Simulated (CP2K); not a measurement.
Runs of CP2K 2026.2 on HfO2. Symmetry: P4_2/mnm, No. 136, tetragonal system. The conventional cell has a = 4.814 Å, b = 4.814 Å, c = 3.205 Å, α = 90.00°, β = 90.00°, γ = 90.00°. Hf (site symmetry mmm) has 6 O at 2.08 Å as nearest neighbours. O (site symmetry m2m) has 3 Hf at 2.08 Å as nearest neighbours. Measurements of this composition are mostly on another form, of space group No. 14.

```tsv
level	potentials or basis	smearing	EPS_DEFAULT	NGRIDS	points a segment of the path (NPOINTS)	bands added on the path	CUTOFF of the grids	gap on the mesh (eV)	pressure (GPa)	largest force (eV/Å)
r2SCAN	POTENTIAL_UZH Hf GTH-SCAN-q12, O GTH-SCAN-q6; TZVP-MOLOPT-SCAN-GTH basis	fermi-dirac 0.0259 eV	1.0E-10	5	8	4	850 Ry	(a)	-4.7	0.17
TB-mBJ	POTENTIAL_UZH Hf GTH-PBE-q12, O GTH-PBE-q6; TZVP-MOLOPT-PBE-GTH basis	fermi-dirac 0.1 eV	1.0E-9	5	8	2	850 Ry	(b)	-	-
PBEsol	POTENTIAL_UZH Hf GTH-PBE-q12, O GTH-PBE-q6; TZVP-MOLOPT-PBE-GTH basis	fermi-dirac 0.05 eV	1.0E-10	5	6	2	600 Ry	3.89	-2.5	0.15
LDA	GTH_POTENTIALS Hf GTH-PADE-q12, O GTH-PADE-q6; TZVP-MOLOPT-PBE-GTH basis	fermi-dirac 0.05 eV	1.0E-9	4	6	2	600 Ry	3.94	-31.0	0.14
```

Alike in all rows: task band structure; no spin polarisation; cell as given; k mesh 6 × 6 × 8.

Fill in the values left out.

(a) 4.33; (b) 4.27.

Caveats: spin-orbit coupling is left out, which moves the levels of the heavy elements; the basis of atomic orbitals isn't converged, which shifts pressures, moduli and gaps; the potentials were made for another functional, which shifts forces and pressure (some runs); this is a model potential without an energy functional, so only levels have meaning (some runs); a pressure of tens of GPa on the cell as given is suspect, and the run, the potentials or the cell itself is likely at fault (some runs).

A k mesh can miss the band edges, and the runs leave out spin-orbit coupling on Hf.
